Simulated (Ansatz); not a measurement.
# SnSe2: one crystal by all-electron and frozen-core methods

Aim: solve SnSe2 at one geometry with full-potential LAPW, frozen-core PAW and all-electron PAW on datasets made for the crystal, and see where they agree.

The COD entry's cell or inner coordinates are ideal or old and differ from later refinements, so a difference from it is no clean test against experiment.

Method: DFT PBE, scalar-relativistic, in Ansatz 0.2.0.

## Step 1: The starting structure

The structure is trigonal, space group P-3m1 (No. 164). Conventional cell: a = 3.811 Å, b = 3.811 Å, c = 6.137 Å, α = 90.00°, β = 90.00°, γ = 120.00°. Sn (site symmetry -3m) is surrounded by 6 Se at 2.68 Å. Se (site symmetry 3m) is surrounded by 3 Sn at 2.68 Å.

As a file:

```cif
data_structure
_symmetry_space_group_name_H-M 'P-3m1'
_symmetry_Int_Tables_number 164
_cell_length_a 3.8110
_cell_length_b 3.8110
_cell_length_c 6.1370
_cell_angle_alpha 90.000
_cell_angle_beta 90.000
_cell_angle_gamma 120.000
_cell_volume 77.19
loop_
_atom_site_label
_atom_site_type_symbol
_atom_site_symmetry_multiplicity
_atom_site_Wyckoff_symbol
_atom_site_fract_x
_atom_site_fract_y
_atom_site_fract_z
_atom_site_occupancy
Sn1 Sn 1 a 0.00000 0.00000 0.00000 1
Se1 Se 2 d 0.33333 0.66667 0.25000 1
```

The file gives the conventional cell by its symmetry; the runs use the cell typed in the input.

The cell comes from a crystallographic database entry that wasn't checked; take it as a given geometry, which may be far from equilibrium.

Atoms are numbered in the order of the input: Sn1, Se2, Se3.

## Step 2: Full-potential LAPW

Input file input.yaml:

```yaml
crystal:
  lattice:
    - [3.8109987816, 0.0, 0.0]
    - [-1.9054993908, 3.3004217586, 0.0]
    - [0.0, 0.0, 6.137]
  atoms:
    - { symbol: Sn, position: [0.0, 0.0, 0.0] }
    - { symbol: Se, position: [0.3333333333, 0.6666666667, 0.25] }
    - { symbol: Se, position: [0.6666666667, 0.3333333333, 0.75] }
kpoints:
  mp_grid: { grid: [7, 7, 4] }
  band_path:
    path:
      - [0.0, 0.0, 0.0]
      - [0.5, 0.0, 0.0]
      - [0.3333333333, 0.3333333333, 0.0]
      - [0.0, 0.0, 0.0]
      - [0.0, 0.0, 0.5]
      - [0.5, 0.0, 0.5]
      - [0.3333333333, 0.3333333333, 0.5]
      - [0.0, 0.0, 0.5]
      - [0.5, 0.0, 0.5]
    npoints: 8
scf:
  occupations: { method: fermi_dirac, width: 0.03 }
hamiltonian:
  xc: pbe
  pseudopotentials: { kind: all_electron, lapw: { basis_error: 0.001 } }
output:
  forces: true
  stress: true
  eigenvalues: true
  fatbands: true
  populations: true
  dos: { projected: true, de: 0.2, e_range: [-14, 8] }
```

The run is started by

```console
$ ansatz run input.yaml --threads 1 --pin off --max-ram 3072MiB --backend cpu --events-out ev --progress --plain --runs-dir out
```

Standard output:

```text
Sn: projections on atomic orbitals take those of the free atom 1s2 2s2 2p6 3s2 3p6 3d10 4s2 4p6 4d10 5s2 5p2, of charge +0.00 (hamiltonian.pseudopotentials.projection_atoms)
Se: projections on atomic orbitals take those of the free atom 1s2 2s2 2p6 3s2 3p6 3d10 4s2 4p4, of charge +0.00 (hamiltonian.pseudopotentials.projection_atoms)
LAPW: plane waves up to 8.249 Å⁻¹, error target 1.0e-3 eV per atom; small_component_spin mean_spin; Se in spheres of 1.288 Å, 24 of its electrons in bands, Dirac shells []; Sn in spheres of 1.394 Å, 22 of its electrons in bands, Dirac shells []
Engine: ansatz 0.2.0
Pseudopotentials: kind: all_electron
Pseudopotential: Sn, LAPW, valence charge 22, Koelling and Harmon's equation, gaussian nucleus
Pseudopotential: Se, LAPW, valence charge 24, Koelling and Harmon's equation, gaussian nucleus
Functional definition: PBE
  parameter kappa = 0.804
  parameter beta = 0.06672455060314922
  exchange = pbe_x(kappa = kappa, mu = beta*pi^2/3)
  correlation = pbe_c(beta = beta)
Crystal: 3 atoms, lattice volume = 77.191 Å³
Basis set: ecut = 259.27263216807074 eV, 713 PW (Γ), exchange–correlation at level 2
Bands: 42, of which v1, the nominal top of the filled ones, is band 35 counted from 1 (34 counted from 0)
Symmetry: 12 space group operations
Space group: P-3m1 (ITA 164), of the structure as read, at distance tolerance 4.3e-5 Å
k-points: 28 of 196
Non-local potential: Sn, projectors of the file, none
Non-local potential: Se, projectors of the file, none
Initial density: superposition of atomic densities (chi_scale 0.1, normalization cell, long waves kept (reshape's long-wave potential 0.16 eV rms))
Initial wavefunctions: plane waves of lowest kinetic energy (no species holds an atomic orbital)
Functional: x = pbe(κ = 0.804, μ = 0.2195149727645171), c = pbe(β = 0.06672455060314922)
iter 1 solved again at ethr=1.20e-3 eV; its pass at ethr=1.00e-1 eV (dr2=8.40e-1 eV) is discarded
SCF iter   1: F=—  HF=-300341.951007 eV  |F-HF|=—  |Δ(HF+E_count)|=         —  Δρ=2.65e-2  dr2=8.40e-1  ethr=1.20e-3  ⟨swp⟩=2.0  Hψ=7528  notcnv=0
preconditioner: auto → Resta (q_TF=auto, 2.684 Å⁻¹)  ε∞=2.6  [insulator: Δε(μ)=1.147 eV  Ē_g=17.130 eV  σ=0.030 eV  W_gap=1.00  n_scr=22 (ndim 8)  ℏωp=21.6 eV  f_vac=0.143  D(μ)=0.00/eV (n_scr^D=0)  ε∞_Penn≈2.6]
SCF iter   2: F=—  HF=-300341.692601 eV  |F-HF|=—  |Δ(HF+E_count)|=   2.58e-1  Δρ=1.21e-2  dr2=1.46e-1  ethr=1.20e-3  ⟨swp⟩=2.2  Hψ=3619  notcnv=0
SCF iter   3: F=—  HF=-300341.676094 eV  |F-HF|=—  |Δ(HF+E_count)|=   1.65e-2  Δρ=5.68e-3  dr2=3.24e-2  ethr=2.09e-4  ⟨swp⟩=2.1  Hψ=3613  notcnv=0
iter 4 solved again at ethr=2.19e-6 eV; its pass at ethr=4.63e-5 eV (dr2=1.53e-3 eV) is discarded
SCF iter   4: F=—  HF=-300341.677525 eV  |F-HF|=—  |Δ(HF+E_count)|=         —  Δρ=1.20e-3  dr2=1.53e-3  ethr=2.19e-6  ⟨swp⟩=2.0  Hψ=5990  notcnv=0
the basis was enlarged: its passes take 256.7 KiB over the memory plan, 1 of 1 planned eigensolver slots
SCF iter   5: F=—  HF=-300341.678060 eV  |F-HF|=—  |Δ(HF+E_count)|=   5.35e-4  Δρ=3.21e-4  dr2=1.28e-4  ethr=2.19e-6  ⟨swp⟩=3.0  Hψ=3520  notcnv=0
SCF iter   6: F=—  HF=-300341.678141 eV  |F-HF|=—  |Δ(HF+E_count)|=   8.16e-5  Δρ=1.27e-4  dr2=1.42e-5  ethr=1.82e-7  ⟨swp⟩=3.0  Hψ=3517  notcnv=0
SCF iter   7: F=—  HF=-300341.678164 eV  |F-HF|=—  |Δ(HF+E_count)|=   2.29e-5  Δρ=5.37e-5  dr2=2.92e-6  ethr=2.03e-8  ⟨swp⟩=3.0  Hψ=3575  notcnv=0
SCF iter   8: F=—  HF=-300341.678171 eV  |F-HF|=—  |Δ(HF+E_count)|=   6.67e-6  Δρ=1.36e-5  dr2=2.17e-7  ethr=4.17e-9  ⟨swp⟩=3.0  Hψ=3634  notcnv=0
SCF iter   9: F=-300341.678172 eV  HF=-300341.678172 eV  |F-HF|=1.11e-9  |Δ(HF+E_count)|=   7.39e-7  Δρ=3.55e-6  dr2=1.53e-8  ethr=3.10e-10  ⟨swp⟩=3.0  Hψ=3640  notcnv=0
SCF 1 converged in 9 iterations: F = -300341.678172 eV  dr2 = 1.53e-8
NSCF: frozen V_eff on 65 k-points
SCF converged after 9 iterations
Free energy (F): -300341.678172 eV
Harris-Foulkes:  -300341.678172 eV  (|F-HF|=1.11e-9)
Internal energy: -300341.678172 eV  (E = F + TS)
E sigma→0 (E₀):  -300341.678172 eV
Entropy (-TS):   -0.000000 eV (-0.000 meV/atom)
Fermi energy:    9.921822 eV
--- Per-component energies (eV) ---
  E_band       = -3919.725349
  E_kinetic    = 312175.861603
  E_xc         = -9291.009095
  E_electrostatic = -603226.530679  (all electrons and nuclei)
  E_smearing   = -0.000000  (= −TS)
  E_closure    = 0.000000  (closes the sum)
  E_atoms      = -300329.954360  (free atoms, spherical and without spin; not in F)
  Σ components = -300341.678172   (vs F -300341.678172, Δ=0.00e0)
  Basis errors (estimates in eV, not in F): energy 4.4e-4 per atom: plane waves 4.0e-4 (2.3e-4 summed), levels above the bands 1.8e-124, relativity 2.2e-8, radial functions 4.3e-5, core shells 5.0e-8; eigenvalues (radial functions only) 1.3e-6; not estimated: angular momenta, meshes, grids; target (lapw.basis_error) 1.0e-3; muffin-tin radii Se 1.288 Å, Sn 1.394 Å
--- Forces (eV/Å), atoms counted from 1 ---
  atom   1  Sn     0.00000000     0.00000000     0.00000000
  atom   2  Se     0.00000000    -0.00000000     0.71464708
  atom   3  Se    -0.00000000     0.00000000    -0.71464708
  max |Σ_I F_I| component: 4.63e-18 eV/Å
--- Stress (GPa, compression-positive) ---
        4.849414       0.000000       0.000000
       -0.000000       4.849414      -0.000000
        0.000000      -0.000000       6.130100
  P = ⅓ Tr σ = 5.2763 GPa (52.763 kbar)
--- Band table (eV; the first three rows and the last of 28) ---
  k-point 0: bands = ["-197.5676", "-197.5676", "-137.0491", "-137.0491", "-137.0491", "-137.0491", "-137.0063", "-137.0063", "-119.6699", "-75.4645", "-75.4645", "-75.4602", "-37.2737", "-37.2737", "-37.2736", "-37.2736", "-37.2420", "-37.2420", "-37.2413", "-37.2413", "-37.2295", "-37.2293", "-11.7488", "-11.7488", "-11.7109", "-11.6964", "-11.6964", "-4.4525", "-2.6911", "3.4400", "8.8458", "8.8458", "9.1443", "9.1443", "9.5069", "10.6168", "12.4965", "14.1772", "14.1772", "17.6665", "18.4910", "18.4910"]
  k-point 1: bands = ["-197.5676", "-197.5676", "-137.0491", "-137.0491", "-137.0491", "-137.0491", "-137.0063", "-137.0063", "-119.6699", "-75.4645", "-75.4645", "-75.4602", "-37.2737", "-37.2737", "-37.2736", "-37.2736", "-37.2419", "-37.2419", "-37.2414", "-37.2414", "-37.2295", "-37.2293", "-11.7488", "-11.7488", "-11.7108", "-11.6964", "-11.6964", "-4.3727", "-2.8578", "3.8485", "8.3485", "8.7909", "8.7909", "9.2304", "9.2304", "11.4769", "12.5002", "14.0365", "14.0365", "17.9110", "18.1669", "18.1669"]
  k-point 2: bands = ["-197.5676", "-197.5676", "-137.0491", "-137.0491", "-137.0491", "-137.0491", "-137.0063", "-137.0063", "-119.6699", "-75.4645", "-75.4645", "-75.4602", "-37.2737", "-37.2737", "-37.2736", "-37.2736", "-37.2417", "-37.2417", "-37.2415", "-37.2415", "-37.2294", "-37.2294", "-11.7488", "-11.7488", "-11.7107", "-11.6964", "-11.6964", "-4.2761", "-3.0362", "4.3676", "7.4617", "8.7522", "8.7522", "9.3014", "9.3014", "11.9926", "12.4603", "13.9034", "13.9034", "17.6547", "17.9275", "17.9275"]
  k-point 27: bands = ["-197.5676", "-197.5676", "-137.0491", "-137.0491", "-137.0491", "-137.0491", "-137.0063", "-137.0063", "-119.6699", "-75.4647", "-75.4647", "-75.4602", "-37.2734", "-37.2734", "-37.2732", "-37.2732", "-37.2419", "-37.2418", "-37.2418", "-37.2416", "-37.2291", "-37.2290", "-11.7820", "-11.7559", "-11.7011", "-11.6900", "-11.6753", "-2.5303", "-2.2419", "2.2211", "5.1612", "5.5022", "6.1850", "8.9941", "9.1734", "11.9467", "14.0835", "14.5854", "15.7372", "17.4082", "17.9974", "18.0792"]
--- Löwdin populations: 3 sites ---
  site symbol       q [e]
     0     Sn     49.4200
     1     Se     34.2279
     2     Se     34.2279
  spilling = 0.001053 (of n_electrons = 118.000000)
```

Run time: 58 s. Hardware: 1 thread, shared host.

Result: pressure 5.28 GPa; gap 0.76 eV; largest force 0.715 eV/Å.

Levels at the path's labelled points, in eV from the valence-band top:

| point | band 32 | band 33 | band 34 | band 35 | band 36 | band 37 | band 38 |
| --- | --- | --- | --- | --- | --- | --- | --- |
| Γ | -0.72 | -0.42 | -0.42 | -0.05 | 1.06 | 2.94 | 4.62 |
| M | -2.95 | -2.69 | -1.25 | -0.34 | 1.13 | 3.76 | 5.40 |
| K | -3.72 | -3.37 | -1.58 | -1.58 | 1.36 | 6.59 | 6.59 |
| Γ | -0.72 | -0.42 | -0.42 | -0.05 | 1.06 | 2.94 | 4.62 |
| A | -0.81 | -0.81 | -0.26 | -0.26 | 2.43 | 2.90 | 4.34 |
| L | -2.52 | -2.03 | -0.88 | -0.73 | 0.82 | 4.22 | 4.79 |
| H | -4.24 | -3.75 | -0.41 | -0.41 | 2.49 | 4.68 | 4.68 |
| A | -0.81 | -0.81 | -0.26 | -0.26 | 2.43 | 2.90 | 4.34 |
| L | -2.52 | -2.03 | -0.88 | -0.73 | 0.82 | 4.22 | 4.79 |

States per cell, counted by energy window (eV from the valence-band top, on a grid of 0.20 eV):

| from | to | total | Se 4p | Sn 5p | Sn 5s |
| --- | --- | --- | --- | --- | --- |
| -10 | -9 | 0.00 | 0.00 | 0.00 | 0.00 |
| -9 | -8 | 0.00 | 0.00 | 0.00 | 0.00 |
| -8 | -7 | 0.89 | 0.32 | 0.00 | 0.49 |
| -7 | -6 | 0.89 | 0.32 | 0.00 | 0.40 |
| -6 | -5 | 0.22 | 0.08 | 0.00 | 0.07 |
| -5 | -4 | 1.25 | 0.77 | 0.41 | 0.00 |
| -4 | -3 | 1.63 | 1.10 | 0.43 | 0.02 |
| -3 | -2 | 2.24 | 1.63 | 0.50 | 0.02 |
| -2 | -1 | 2.14 | 1.86 | 0.20 | 0.02 |
| -1 | 0 | 2.74 | 2.63 | 0.05 | 0.01 |
| 0 | 1 | 0.06 | 0.04 | 0.00 | 0.02 |
| 1 | 2 | 1.49 | 0.87 | 0.05 | 0.49 |
| 2 | 3 | 0.45 | 0.25 | 0.02 | 0.15 |
| 3 | 4 | 0.31 | 0.05 | 0.19 | 0.00 |
| 4 | 5 | 2.01 | 0.49 | 1.13 | 0.01 |

[end of part 1 of 2]
